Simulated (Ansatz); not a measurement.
## fluorite-structured SnO2

Computed with Ansatz (plane waves, PAW, 420 eV cutoff): PBEsol, scalar-relativistic, no spin polarisation, 10×10×10 k-mesh, Gaussian smearing of 0.05 eV. The datasets are Ansatz's generated set soft_2.

```
Sn O
1.0
     0.00000    2.54255    2.54255
     2.54255    0.00000    2.54255
     2.54255    2.54255    0.00000
Sn O
1 2
Cartesian
  0.0000 0.0000 0.0000
  1.2713 1.2713 1.2713
  3.8138 3.8138 3.8138
```

The start was a prototype's sites filled with these elements. The Crystallography Open Database lists the compound in space group P42/mnm, so this is a trial structure.

The cell is relaxed to zero pressure at this level.

Elastic constants come from the stress of slightly strained cells with relaxed atoms, in GPa, Voigt order xx, yy, zz, yz, xz, xy in the Cartesian frame of the vectors above.

```
502  54  54   0   0   0
 54 502  54   0   0   0
 54  54 502   0   0   0
  0   0   0  16   0   0
  0   0   0   0  16   0
  0   0   0   0   0  16
```

Question: Is the crystal mechanically stable, and what are its polycrystalline moduli?

Answer: Stable against homogeneous strain: the smallest eigenvalue of the tensor is 15.8 GPa. Hill averages: K = 203 GPa, G = 62 GPa, E = 169 GPa, ν = 0.36.

For a cubic crystal three numbers say it all: C11 = 501.8, C12 = 53.8, C44 = 15.8 GPa. K = (C11 + 2C12)/3 = 203.2 GPa. The two shear moduli are C44 and C′ = (C11 − C12)/2 = 224.0 GPa, so Zener's ratio C44/C′ is 0.07: the crystal is stiffest along ⟨100⟩ and softest along ⟨111⟩. The Cauchy pressure C12 − C44 is 38 GPa; pair forces would make it zero if every atom sat on a centre of inversion, which isn't so here, so internal relaxation also enters.

The equation of state, an independent route, gives B0 = 206 GPa, against 203 GPa here.

